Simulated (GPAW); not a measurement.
W, 1 atom in the cell. Symmetry: Im-3m, No. 229, cubic system. The conventional cell has a = 3.165 Å, b = 3.165 Å, c = 3.165 Å, α = 90.00°, β = 90.00°, γ = 90.00°. Around W (site symmetry m-3m) lie 8 W at 2.74 Å. 

| Property | Result |
| --- | --- |
| Program | GPAW 26.7.0 |
| Task | relaxation of cell and atoms |
| Functional | revPBE |
| Dispersion | D4 |
| Potentials or basis | the program's PAW data sets (release 1.2.1) made for this functional |
| Cutoff | 600 eV |
| Basis | pw |
| k mesh | 12 × 12 × 12 |
| Occupations | fermi-dirac, width 0.05 eV |
| Spin | no spin polarisation |
| Maxiter | 150 |
| Optimizer | FIRE |
| Fmax | 0.01 eV/Å |
| Max steps | 100 |
| Convergence | density=1e-05 forces=0.0001 |

Potentials or basis: the program's PAW data sets (release 1.2.1) made for this functional, pw.

The run is started by

```bash
$ OMP_NUM_THREADS=1 python run.py
```

Hardware: 1 thread of Arm Neoverse V2, with other jobs on the host.

Question: How long does it take, and how much memory?

Answer: Wall time 15 s on 1 thread of Arm Neoverse V2, on a shared host, peak memory 0.16 GiB. Counts: scf iterations 16, plane waves 543, bands 16, k points 72, ion steps 2.
